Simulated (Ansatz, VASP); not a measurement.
**One calculation of ZnSe (Stilleite), two programs**

File INCAR:

```
SYSTEM = ZnSe
PREC = Accurate
ENCUT = 520
EDIFF = 1E-6
ISMEAR = 0
SIGMA = 0.01
LREAL = .FALSE.
LASPH = .TRUE.
NELM = 80
ALGO = Normal
ISIF = 2
LWAVE = .FALSE.
LCHARG = .FALSE.
GGA = PE
NBANDS = 16
```

The input KPOINTS:

```
regular mesh
0
G
  6 6 6
  0 0 0
```

Contents of POSCAR:

```
ZnSe
1.0
    0.0000000000      2.8659201409      2.8659201409
    2.8659201409      0.0000000000      2.8659201409
    2.8659201409      2.8659201409      0.0000000000
Zn Se
1 1
Direct
    0.0000000000      0.0000000000      0.0000000000
    0.2500000000      0.2500000000      0.2500000000
```

Input for Ansatz:

```yaml
crystal:
  lattice:
    - [0.0, 2.8659201409, 2.8659201409]
    - [2.8659201409, 0.0, 2.8659201409]
    - [2.8659201409, 2.8659201409, 0.0]
  atoms:
    - { symbol: Zn, position: [0.0, 0.0, 0.0] }
    - { symbol: Se, position: [0.25, 0.25, 0.25] }
kpoints:
  mp_grid: { grid: [6, 6, 6] }
hamiltonian:
  xc: pbe
scf:
  occupations: { method: fixed }
  n_extra_bands: 4
output:
  forces: true
  stress: true
  eigenvalues: true
```

Alike in both runs: task single point; functional PBE; k mesh 6 × 6 × 6; no spin polarisation.

```csv
,VASP,Ansatz
version,VASP 6.6.1,Ansatz 0.2.0
potentials or method,"VASP PAW PBE potentials, release 64 (Zn, Se)","plane waves, PAW"
plane-wave cutoff (eV),520,420
occupations,"gaussian, width 0.01 eV",fixed
valence electrons in the cell,18,28
```

VASP gave:

| Quantity | Value |
| --- | --- |
| gap on the k mesh at the Fermi level (eV) | 1.15 |
| pressure (GPa) | 0.3 |

**Question.** Estimate Ansatz's values.

**Answer.** gap on the k mesh at the Fermi level (eV): 1.15; pressure (GPa): 0.0.

The two sets of potentials don't hold the same shells in valence.
